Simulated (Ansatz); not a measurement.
# Gd (bcc type): a single-point run

The task is a single-point run on Gd (bcc type).

Computed with Ansatz 0.2.0 (DFT, PBEsol, PAW with Ansatz's default frozen-core files, scalar-relativistic, unless a step's input says otherwise).

4 further runs of the same task are left out: 4 that didn't finish. Runs told in other sessions of the task aren't counted.

## 1. Starting point

The structure is cubic, space group Im-3m (No. 229). Conventional cell: a = 2.915 Å, b = 2.915 Å, c = 2.915 Å, α = 90.00°, β = 90.00°, γ = 90.00°. Gd (site symmetry m-3m) is surrounded by 8 Gd at 2.52 Å.

The input asks for a charge of -6 e on the cell.

Structure file:

```cif
data_structure
_symmetry_space_group_name_H-M 'Im-3m'
_symmetry_Int_Tables_number 229
_cell_length_a 2.9153
_cell_length_b 2.9153
_cell_length_c 2.9153
_cell_angle_alpha 90.000
_cell_angle_beta 90.000
_cell_angle_gamma 90.000
_cell_volume 24.78
loop_
_atom_site_label
_atom_site_type_symbol
_atom_site_symmetry_multiplicity
_atom_site_Wyckoff_symbol
_atom_site_fract_x
_atom_site_fract_y
_atom_site_fract_z
_atom_site_occupancy
Gd1 Gd 2 a 0.00000 0.00000 0.00000 1
```

## 2. Input and run

File input.yaml:

```yaml
crystal:
  lattice:
    - [-1.4576403756, 1.4576403756, 1.4576403756]
    - [1.4576403756, -1.4576403756, 1.4576403756]
    - [1.4576403756, 1.4576403756, -1.4576403756]
  atoms:
    - { symbol: Gd, position: [0.0, 0.0, 0.0], spin: 7.0 }
magnetization:
  spin_polarized: true
kpoints:
  mp_grid: { grid: [14, 14, 14] }
  band_path:
    path:
      - [0.0, 0.0, 0.0]
      - [0.5, -0.5, 0.5]
      - [0.0, 0.0, 0.5]
      - [0.0, 0.0, 0.0]
      - [0.25, 0.25, 0.25]
      - [0.5, -0.5, 0.5]
      - [0.25, 0.25, 0.25]
      - [0.0, 0.0, 0.5]
    npoints: 8
scf:
  occupations: { method: fermi_dirac, width: 0.08 }
  max_iter: 75
hamiltonian:
  xc: pbesol
  pseudopotentials: { kind: paw }
output:
  forces: true
  stress: true
  eigenvalues: true
  populations: true
total_charge: -6
```

Launch:

```
$ ansatz run input.yaml --threads 1 --pin off --max-ram 3072MiB --backend cpu --events-out ev --progress --plain --runs-dir out
```

**Question.** How will this run end, and is anything wrong with its input?

The program finished normally. It gives a pressure of -1121 GPa, which is large.

The suspect setting: total_charge is -6. With this charge the calculation describes a differently charged system.

The test: delete total_charge (the default then holds).
